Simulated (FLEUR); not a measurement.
The system is Cd.

```
Cd
1.0
     2.97887    0.00000    0.00000
    -1.48944    2.57978    0.00000
     0.00000    0.00000    5.61765
Cd
2
Direct
  0.66667 0.33333 0.75000
  0.33333 0.66667 0.25000
```

| Property | Result |
| --- | --- |
| Program | FLEUR MaX-R8.1 (later development tree) |
| Task | single point |
| Functional | PBE |
| Potentials or basis | all-electron |
| Basis | FLAPW |
| Kmax | 3.8 1/bohr |
| k mesh | 10 × 10 × 5 |
| Occupations | fermi-dirac, width 0.05 eV |
| Spin | no spin polarisation |
| Gmax | 11.8 1/bohr |
| Muffin-tin radii | Cd 2.53 bohr |
| lmax | Cd 10 |
| Local orbitals a species | Cd 5 |
| Max iterations | 60 |
| Mixing factor | 0.05 |
| Mixer | Anderson |
| Mixer history | 15 |
| Density convergence | 1e-05 me/bohr^3 |

On this cell: largest force under 0.003 eV/Å; band gap on the k mesh none (metal or under the smearing width).

The same run follows on a disturbed copy (atoms moved at random, drawn with an rms of 0.05 Å):

```xyz
2
Lattice="2.9789 0.0000 0.0000 -1.4894 2.5798 0.0000 0.0000 0.0000 5.6177" Properties=species:S:1:pos:R:3 pbc="T T T"
Cd    1.4630    0.8500    4.2765
Cd   -0.0846    1.7571    1.4493
```

Question: What does the disturbed cell give?

Answer: The energy (extrapolated to zero smearing) moves by +0.6 meV/atom; largest force 0.040 eV/Å; band gap on the k mesh none (metal or under the smearing width).

Forces on the atoms (eV/Å):
```
Cd  -0.016  0.014 -0.034
Cd   0.016 -0.014  0.034
```
